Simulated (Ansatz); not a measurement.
# CdSe: the cost of one run

Program: Ansatz 0.2.0. Level of theory: DFT PBEsol, scalar-relativistic, plane waves, PAW. These are calculated values, not measurements.

18 further runs of the same task are left out: 18 set aside as unsound or not needed.

**1. The system as given**

It takes space group F-43m (No. 216, cubic). Conventional cell: a = 6.083 Å, b = 6.083 Å, c = 6.083 Å, α = 90.00°, β = 90.00°, γ = 90.00°. Cd (site symmetry -43m) has 4 Se at 2.63 Å as nearest neighbours. Around Se (site symmetry -43m) lie 4 Cd at 2.63 Å.

Coordinates:

```
CELL_PARAMETERS angstrom
0.00000 3.04131 3.04131
3.04131 0.00000 3.04131
3.04131 3.04131 0.00000
ATOMIC_POSITIONS crystal
Cd 0.00000 0.00000 0.00000
Se 0.75000 0.75000 0.75000
```

It goes back to an entry of the Materials Project, which need not be the stable form.

This cell was relaxed beforehand with the same method: volume 28.13 Å³/atom, gap on the mesh 0.48 eV.

**2. The scan**

The energy is mapped over volume and the cell's shape.

First coordinate, volume per atom: 7 values from 23.63 to 32.63 Å³. Second coordinate, length along [111] over the lengths across it, relative to the cubic cell: 7 values from 0.886 to 1.128.

Nothing else is relaxed (fractional coordinates fixed). Energies count from the relaxed crystal. Points are written as (first, second).

**3. Point (23.63 Å³, 1.000)**

File input.yaml:

```yaml
crystal:
  lattice:
    - [0.0, 2.8695991865, 2.8695991865]
    - [2.8695991865, 0.0, 2.8695991865]
    - [2.8695991865, 2.8695991865, 0.0]
  atoms:
    - { symbol: Cd, position: [0.0, 0.0, 0.0] }
    - { symbol: Se, position: [0.75, 0.75, 0.75] }
basis:
  ecutwfc: 420
kpoints:
  mp_grid: { grid: [10, 10, 10] }
hamiltonian:
  xc: pbesol
scf:
  occupations: { method: gaussian, width: 0.05 }
output:
  forces: true
  stress: true
  eigenvalues: true
```

Started as:

```
ansatz run input.yaml --threads 1 --pin off --max-ram 2048MiB --backend cpu --events-out ev --progress --plain --runs-dir out
```

What time and memory should one allow on 1 thread of Arm Neoverse V2, shared host?

About 3.8 s, with a peak of 0.35 GiB.
